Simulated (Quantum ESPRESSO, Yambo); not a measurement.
An input for Yambo 5.3.0 (SiC (F-43m)):

```
optics
bss
bse
em1s
dipoles
rim_cut
RandQpts= 1000000
RandGvec= 1 RL
Chimod= "HARTREE"
BSKmod= "SEX"
BSEmod= "resonant"
BSSmod= "d"
BSENGexx= 20 Ry
BSENGBlk= 4 Ry
% BSEQptR
 1 | 1 |
%
% BSEBands
 2 | 5 |
%
% BEnRange
 0 | 8 | eV
%
% BDmRange
 0.1 | 0.1 | eV
%
BEnSteps= 161
% BLongDir
 1 | 0 | 0 |
%
% BndsRnXs
 1 | 12 |
%
NGsBlkXs= 4 Ry
% LongDrXs
 1 | 1 | 1 |
%
% KfnQP_E
 0.986 | 1.0 | 1.0 |
%
WRbsWF
FFTGvecs= 33 Ry
```

```sh
OMP_NUM_THREADS=1 mpirun -n 4 yambo -F bse12.in -J bse12 -C bse12 > bse12.log
```

The stored states that it reads are on a 10×10×10 mesh. The structure is cubic, space group F-43m (No. 216). Conventional cell: a = 4.358 Å, b = 4.358 Å, c = 4.358 Å, α = 90.00°, β = 90.00°, γ = 90.00°. Nearest to Si lie 4 C at 1.89 Å. C has 4 Si at 1.89 Å nearest. Farther neighbours are not listed.

How long will it take on 4 MPI ranks of Arm Neoverse V1, shared host, and how much memory?

It took 1.7 min; on shared hardware allow 51 s to 3.4 min. Peak host memory was 1.7 GiB.

The kernel grows as the square of the matrix size, and full diagonalisation as its cube.

[Paths, hosts, dates, memory and timing lines, banners, echoed tables and standing remarks are left out of the program output.]

[Logs are printed without paths, hosts, clocks, repeated set-up lines and the standing remarks that a program may print on its own settings, such as how far it seeks lower states.]

[Runs of the session that timed out or met a known fault of the program may be left out.]

[Hosts, paths, dates, database ids (printed as entryN), source tags and the programs' standing remarks are cut or masked in the printed files.]
